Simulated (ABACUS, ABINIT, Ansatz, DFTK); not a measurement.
Ag: equilibrium volume by level of theory

**What was measured.** The equilibrium volume of Ag (Silver) (Fm-3m) is reported as 17.05 Å³/atom (arxiv:1608.01376). The runs below try to reproduce it.

It takes space group Fm-3m (No. 225, cubic). Conventional cell: a = 4.085 Å, b = 4.085 Å, c = 4.085 Å, α = 90.00°, β = 90.00°, γ = 90.00°. Around Ag (site symmetry m-3m) lie 12 Ag at 2.89 Å.

```csv
rung,level,program and potentials,cutoff (eV),k mesh,smearing,task,spin,core time,chip,equilibrium volume (Å³/atom),miss,notes
GGA + dispersion,PBE+D3(BJ)+ATM,"Ansatz, Ansatz PAW",420,11 × 11 × 11,fermi-dirac 0.05,relaxation of cell and atoms,off,6.9 s,Arm Neoverse N1,17.03,-0.1 %,19 valence electrons an atom on average
GGA + dispersion,PBE+D4,"Ansatz, Ansatz PAW",420,11 × 11 × 11,fermi-dirac 0.05,relaxation of cell and atoms,off,7 s,Arm Neoverse N1,16.96,-0.5 %,19 valence electrons an atom on average
meta-GGA + dispersion,r2SCAN+rVV10,"Ansatz, Ansatz PAW",500,11 × 11 × 11,fermi-dirac 0.05,relaxation of cell and atoms,off,12 s,Arm Neoverse V1,16.89,-0.9 %,"potentials made for PBE, which Ansatz adapts in part; 19 valence electrons an atom on average"
meta-GGA,r2SCAN,"Ansatz, Ansatz PAW",500,11 × 11 × 11,fermi-dirac 0.05,equation of state,off,17 s,Arm Neoverse V1,17.25,+1.2 %,"potentials made for PBE, which Ansatz adapts in part"
GGA,AM05,"ABACUS, Ansatz NC PBE, plane waves",966,9 × 9 × 9,fermi-dirac 0.05,relaxation of cell and atoms,off,42 s,Intel Xeon Platinum 8259CL Skylake/Cascade Lake,16.64,-2.4 %,potentials made for PBE; 19 valence electrons an atom on average
GGA,PBE,"ABINIT, JTH PAW PBE v2.0",463,8 × 8 × 8,fermi-dirac 0.05,relaxation of cell and atoms,"SOC, no magnetisation",90 s,Arm Neoverse V1,17.95,+5.3 %,11 valence electrons an atom on average
GGA,PBEsol,"DFTK, PseudoDojo SR PBEsol 0.4.1 standard (PBEsol)",1116,7 × 7 × 7,fermi-dirac 0.05,equation of state,off,2.6 min,Intel Xeon 6975P-C Granite Rapids,16.60,-2.6 %,coarse mesh
GGA,RPBE,"DFTK, SG15 1.2 (PBE)",1415,8 × 8 × 8,fermi-dirac 0.05,relaxation of cell and atoms,off,6.1 min,Intel Xeon Platinum 8259CL Skylake/Cascade Lake,18.89,+10.8 %,potentials made for PBE; 19 valence electrons an atom on average
```

Times are single runs on shared hosts and different chips, so they are rough; meshes, cutoffs and the tasks' sizes weigh on the time. Smearing widths are in eV. For a metal such meshes aren't converged. Meshes differ between rows, which moves values too. Meshes are those of the run's cell of 1 atom unless a note names another. Relaxations start from the cell shown or near it and stop with a little pressure left. Misses use the values as printed. Runs on faulty files, with rough fits or with known faults for this quantity aren't shown.

By rung: GGA + dispersion 16.96 to 17.03; GGA 16.64 to 18.89; meta-GGA + dispersion 16.89; meta-GGA 17.25; GGA on coarse meshes 16.60 (Å³/atom). Measured: 17.05 Å³/atom (arxiv:1608.01376). Closest, coarse meshes and atomic bases left aside, is PBE+D3(BJ)+ATM (-0.1 %). The runs are for a static lattice, while measurements hold temperature and zero-point motion.
